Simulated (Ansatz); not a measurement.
Input and command of a plane-wave DFT calculation in Ansatz:

```yaml
crystal:
  lattice:
    - [4.4308490603, 0.0, 0.0]
    - [0.0, 4.4308490603, 0.0]
    - [0.0, 0.0, 4.4308490603]
  atoms:
    - { symbol: Co, position: [0.1565768701, 0.1290529639, 0.1174950054] }
    - { symbol: Co, position: [0.3549810884, 0.8549810884, 0.6450189116] }
    - { symbol: Co, position: [0.6450189116, 0.3549810884, 0.8549810884] }
    - { symbol: Co, position: [0.8549810884, 0.6450189116, 0.3549810884] }
    - { symbol: Si, position: [0.8431597103, 0.8431597103, 0.8431597103] }
    - { symbol: Si, position: [0.6568402897, 0.1568402897, 0.3431597103] }
    - { symbol: Si, position: [0.3431597103, 0.6568402897, 0.1568402897] }
    - { symbol: Si, position: [0.1568402897, 0.3431597103, 0.6568402897] }
basis:
  ecutwfc: 420
kpoints:
  mp_grid: { grid: [10, 10, 10] }
hamiltonian:
  xc: pbe
scf:
  occupations: { method: gaussian, width: 0.15 }
output:
  forces: true
  stress: true
  eigenvalues: true
```

```bash
ansatz run input.yaml --threads 2 --pin off --max-ram 5120MiB --backend cpu --events-out ev --progress --plain --runs-dir out
```

Processor: Intel(R) Xeon(R) Platinum 8259CL CPU @ 2.50GHz (Skylake/Cascade Lake), 2 threads, on a host shared with other jobs.

Question: Estimate time, memory and problem size.

Answer: About 76 s on 2 threads of Intel(R) Xeon(R) Platinum 8259CL CPU @ 2.50GHz (Skylake/Cascade Lake) (shared host), peak memory 1.6 GiB. It solves 51 bands at 504 k points (the mesh reduced by the symmetry that the task leaves, which can be less than the crystal's) with about 1743 plane waves, in 7 SCF iterations.
